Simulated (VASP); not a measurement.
# Ga3Sb (I4/mmm) in VASP: relaxation of cell and atoms with PBE

Aim: the relaxation of cell and atoms of Ga3Sb with PBE.

Program: VASP 6.6.1. These are calculated values, not measurements. Logs are shortened: lines on timing, memory, paths and dates and some standing lists are left out, and cuts for length are marked.

## (1) The crystal as given

It takes space group I4/mmm (No. 139, tetragonal). Conventional cell: a = 4.526 Å, b = 4.526 Å, c = 9.518 Å, α = 90.00°, β = 90.00°, γ = 90.00°. Ga (site symmetry 4mm) has 1 Sb at 1.82 Å as nearest neighbours. Ga (site symmetry 4/mmm) has 2 Ga at 2.94 Å and 4 Sb at 3.20 Å as nearest neighbours. Sb (site symmetry 4/mmm) has 2 Ga at 1.82 Å as nearest neighbours.

The cell was built by a generator and needn't be a form met in nature.

## (2) Relaxation of cell and atoms, PBE

Contents of INCAR:

```
SYSTEM = Ga3Sb
PREC     = Normal         ! precision mode
ENCUT    = 520            ! plane-wave cutoff, eV
EDIFF    = 1E-4           ! SCF threshold, eV
ISMEAR   = 0              ! smearing method
SIGMA    = 0.15           ! smearing width, eV
LREAL    = .FALSE.        ! projectors in reciprocal space
LASPH    = .TRUE.         ! aspherical terms in the spheres
NELM     = 60             ! most SCF steps
ALGO     = Fast           ! electronic algorithm
ISIF     = 3              ! what is computed and relaxed
LWAVE    = .FALSE.        ! write WAVECAR
LCHARG   = .FALSE.        ! write CHGCAR
GGA      = PE             ! functional
IBRION   = 2              ! ionic algorithm
NSW      = 24             ! ionic steps
EDIFFG   = -0.08          ! ionic threshold
```

Contents of KPOINTS:

```
Automatic mesh
0
G
  6 6 6
  0 0 0
```

Contents of POSCAR:

```
Ga3Sb
1.0
   -2.2629839400      2.2629839400      4.7591748500
    2.2629839400     -2.2629839400      4.7591748500
    2.2629839400      2.2629839400     -4.7591748500
Ga Sb
3 1
Direct
    0.3086386100      0.3086386100      0.0000000000
    0.6913613900      0.6913613900      0.0000000000
    0.0000000000      0.0000000000      0.0000000000
    0.5000000000      0.5000000000      0.0000000000
```

Potentials or basis: VASP PAW PBE potentials, release 64 (Ga_d, Sb).

On the command line:

```
$ cat potpaw_PBE.64/Ga_d/POTCAR potpaw_PBE.64/Sb/POTCAR > POTCAR
$ mpirun -np 1 vasp_std > vasp.out
```

OUTCAR:

```text
SYSTEM = Ga3Sb
   PREC = Normal
   ENCUT = 520
   EDIFF = 1E-4
   ISMEAR = 0
   LREAL = .FALSE.
   LASPH = .TRUE.
   NELM = 60
   ISIF = 3
   GGA = PE
   IBRION = 2
   NSW = 24
   EDIFFG = -0.08

 ion  position               nearest neighbor table
   1  0.309  0.309  0.000-   4 1.82
   2  0.691  0.691  0.000-   4 1.82
   3  0.000  0.000  0.000-   4 3.20   4 3.20   4 3.20   4 3.20
   4  0.500  0.500  0.000-   1 1.82   2 1.82   3 3.20   3 3.20   3 3.20   3 3.20

  LATTYP: Found a body centered tetragonal cell.
 ALAT       =     4.5259678800
 C/A-ratio  =     2.1030528613

  Lattice vectors:

 A1 = (  -2.2629839400,   2.2629839400,   4.7591748500)
 A2 = (   2.2629839400,  -2.2629839400,   4.7591748500)
 A3 = (   2.2629839400,   2.2629839400,  -4.7591748500)

Analysis of symmetry for initial positions (statically):
=====================================================================
 Subroutine PRICEL returns:
 Original cell was already a primitive cell.

 Routine SETGRP: Setting up the symmetry group for a
 body centered tetragonal supercell.

 Subroutine GETGRP returns: Found 16 space group operations
 (whereof 16 operations were pure point group operations)
 out of a pool of 16 trial point group operations.

The static configuration has the point symmetry D_4h.

Analysis of symmetry for dynamics (positions and initial velocities):
=====================================================================
 Subroutine PRICEL returns:
 Original cell was already a primitive cell.

 Routine SETGRP: Setting up the symmetry group for a
 body centered tetragonal supercell.

 Subroutine GETGRP returns: Found 16 space group operations
 (whereof 16 operations were pure point group operations)
 out of a pool of 16 trial point group operations.

The dynamic configuration has the point symmetry D_4h.

 Subroutine INISYM returns: Found 16 space group operations
 (whereof 16 operations are pure point group operations),
 and found     1 'primitive' translations

[... 145 lines left out ...]
  ext. energy  EPLUGINS =         0.00000000
  ---------------------------------------------------
  free energy    TOTEN  =         0.66312644 eV

  energy without entropy =        0.68194247  energy(sigma->0) =        0.67253445

 E-fermi :   5.1352     XC(G=0):  -9.6845

 val. band max:        5.1089548444   @ k =   0.0000   0.0000   0.0000
 cond. band min:       5.1750636738   @ k =   0.3333   0.1667   0.1667
 fundamental gap:      0.0661088294
 Fermi energy:         5.1351724984
[... 733 lines left out ...]
--------------------------------------- Ionic step        2  -------------------------------------------

 number of electron      43.9999758 magnetization

------------------------ aborting loop EDIFF was not reached (unconverged)  ----------------------------

  FORCE on cell =-STRESS in cart. coord.  units (eV):
  Direction    XX          YY          ZZ          XY          YZ          ZX
  --------------------------------------------------------------------------------------
  -------------------------------------------------------------------------------------
  Total      123.0230288    123.0230288   -126.7592739      0.0000000     -0.0000000      0.0000000
  in kB      997.2455189    997.2455189  -1027.5321550      0.0000000     -0.0000000      0.0000000
  external PRESSURE =     322.3196276 kB  Pullay stress =       0.0000000 kB

 VOLUME and BASIS-vectors are now :
 -----------------------------------------------------------------------------
  energy-cutoff  :      520.00
  volume of cell :      197.65
      direct lattice vectors                 reciprocal lattice vectors
    -2.220733466  2.220733466 10.019407448     0.000000000  0.225150838  0.049903151
     2.220733466 -2.220733466 10.019407448     0.225150838  0.000000000  0.049903151
     2.220733466  2.220733466-10.019407448     0.225150838  0.225150838  0.000000000

 POSITION                                       TOTAL-FORCE (eV/Angst)
 -----------------------------------------------------------------------------------
      2.22073      2.22073     -6.47065         0.000000      0.000000    -45.827978
      0.00000      0.00000     16.49005        -0.000000     -0.000000     45.827978
      0.00000      0.00000      0.00000         0.000000      0.000000     -0.000000
      0.00000      0.00000     10.01941         0.000000      0.000000     -0.000000
 -----------------------------------------------------------------------------------
    total drift:                               -0.000000     -0.000000      0.000000
[... 7 lines left out ...]
--------------------------------------- Ionic step        3  -------------------------------------------

 number of electron      44.0000805 magnetization

------------------------ aborting loop EDIFF was not reached (unconverged)  ----------------------------

  FORCE on cell =-STRESS in cart. coord.  units (eV):
  Direction    XX          YY          ZZ          XY          YZ          ZX
  --------------------------------------------------------------------------------------
  -------------------------------------------------------------------------------------
  Total      226.2864949    226.2864949   -258.3876627      0.0000000      0.0000000      0.0000000
  in kB     1982.4648875   1982.4648875  -2263.6988076      0.0000000      0.0000000      0.0000000
  external PRESSURE =     567.0769891 kB  Pullay stress =       0.0000000 kB
[... 1430 lines left out ...]
     25       6.8374      0.00000
     26       8.6969      0.00000

 [... further k-points ...]

[... ionic steps 4 to 19 ...]

--------------------------------------- Ionic step       20  -------------------------------------------

 number of electron      43.9999969 magnetization

------------------------ aborting loop because EDIFF is reached ----------------------------------------
[... 71 lines left out ...]
--------------------------------------- Ionic step       22  -------------------------------------------

 number of electron      43.9999977 magnetization

 Free energy of the ion-electron system (eV)
  ---------------------------------------------------
  ext. energy  EPLUGINS =         0.00000000
  ---------------------------------------------------
  free energy    TOTEN  =       -12.62330079 eV

  energy without entropy =      -12.61036876  energy(sigma->0) =      -12.61683477

 E-fermi :   5.4284     XC(G=0): -10.2193

 val. band max:        5.3625890836   @ k =   0.3333   0.1667   0.0000
 cond. band min:       5.5055073404   @ k =   0.3333   0.1667   0.1667
 fundamental gap:      0.1429182569
 Fermi energy:         5.4284396727
[... 727 lines left out ...]
  FREE ENERGIE OF THE ION-ELECTRON SYSTEM (eV)
  ---------------------------------------------------
  free  energy   TOTEN  =       -12.6233007949 eV

  energy  without entropy=      -12.6103687550  energy(sigma->0) =      -12.61683477

 reached required accuracy - stopping structural energy minimisation
```

CONTCAR:

```text
Ga3Sb
   1.00000000000000
    -2.0026335699506719    2.0026335699506719    5.7083439983325155
     2.0026335699506719   -2.0026335699506719    5.7083439983325155
     2.0026335699506719    2.0026335699506719   -5.7083439983325155
  Ga              Sb
     3     1
Direct
     0.2495665531902005    0.2495665531902005    0.0000000000000000
     0.7504334468097996    0.7504334468097996    0.0000000000000000
     0.0000000000000000    0.0000000000000000    0.0000000000000000
     0.5000000000000000    0.5000000000000000    0.0000000000000000

  0.00000000E+00  0.00000000E+00  0.00000000E+00
  0.00000000E+00  0.00000000E+00  0.00000000E+00
  0.00000000E+00  0.00000000E+00  0.00000000E+00
  0.00000000E+00  0.00000000E+00  0.00000000E+00
```

Wall time 25 min (1 thread of Intel Xeon Platinum 8259CL at 2.50GHz (Skylake/Cascade Lake), shared host); peak memory 0.24 GiB.

What came out:

```yaml
Free_energy: -12.6233 eV
Relaxed_volume: 22.89 Å³/atom
Relaxed_cell: a = 6.372 Å, b = 6.372 Å, c = 6.372 Å, α = 143.37°, β = 143.37°, γ = 52.78°
Space_group_after_relaxing_to_0.05_Å: I4/mmm (No. 139)
Energy_gained_by_relaxing: 3321.6 meV/atom
Ionic_steps: 22
Pressure_after_relaxing: -0.1 GPa
Largest_force_after_relaxing: 0.076 eV/Å
Band_gap_on_the_k_mesh: none (metal or under the smearing width)
```

Forces in eV/Å, atoms in the order of the input:
```
Ga   0.000  0.000  0.076
Ga   0.000  0.000 -0.076
Ga   0.000  0.000  0.000
Sb   0.000  0.000  0.000
```

Stress tensor (GPa, compression positive):
```
-0.03  0.00  0.00
 0.00 -0.03  0.00
 0.00  0.00 -0.18
```

Step by step:
```tsv
step	energy change (eV)	largest force (eV/Å)	pressure (GPa)	volume (Å³)
1	0.0000	25.9539	48.51	97.49
2	642.4879	45.8280	32.23	197.65
3	802.5693	31.7875	56.71	182.88
4	41.8249	1.1356	12.52	124.40
5	-8.7455	0.2458	-6.32	127.24
6	-12.0415	0.3350	-6.69	126.46
7	-12.0874	0.2855	-6.64	125.43
8	-12.8173	0.4577	-4.79	106.33
9	-13.1013	0.5754	-1.36	93.68
10	-13.1140	0.6180	0.70	89.00
11	-13.1172	0.6817	0.06	89.99
12	-13.1585	0.4545	0.12	89.52
13	-13.1805	0.3441	0.54	89.01
14	-13.1837	0.3256	1.16	88.78
15	-13.2227	0.2858	0.82	90.01
16	-13.2689	0.1099	-0.96	93.75
17	-13.2693	0.2215	-0.49	93.33
18	-13.2692	0.0954	-1.80	93.62
19	-13.2693	0.2176	-0.97	93.46
20	-13.2825	0.0241	-0.39	92.46
21	-13.2825	0.0262	-0.43	92.46
22	-13.2864	0.0763	-0.08	91.57
```

Final structure:
```
CELL_PARAMETERS angstrom
-2.00263 2.00263 5.70834
2.00263 -2.00263 5.70834
2.00263 2.00263 -5.70834
ATOMIC_POSITIONS crystal
Ga 0.24957 0.24957 0.00000
Ga 0.75043 0.75043 0.00000
Ga 0.00000 0.00000 0.00000
Sb 0.50000 0.50000 0.00000
```

Levels at points of the mesh, in eV from the Fermi level:
```csv
k point,band 19,band 20,band 21,band 22,band 23,band 24,band 25,band 26
"(0.00, 0.00, 0.00)",-2.64,-1.45,-1.40,-1.40,0.39,0.39,4.10,5.00
"(0.50, 0.00, 0.00)",-5.80,-1.10,-0.18,0.37,1.84,2.05,2.31,3.51
"(0.50, 0.50, 0.00)",-4.75,-4.23,-3.00,-2.64,-1.62,-1.39,3.37,3.47
"(0.50, 0.50, 0.50)",-1.85,-1.85,-0.38,0.55,1.47,1.47,1.54,1.69
```

Caveat: the relaxation stopped at a loose force limit of 0.08 eV/Å, so its end isn't a converged minimum.
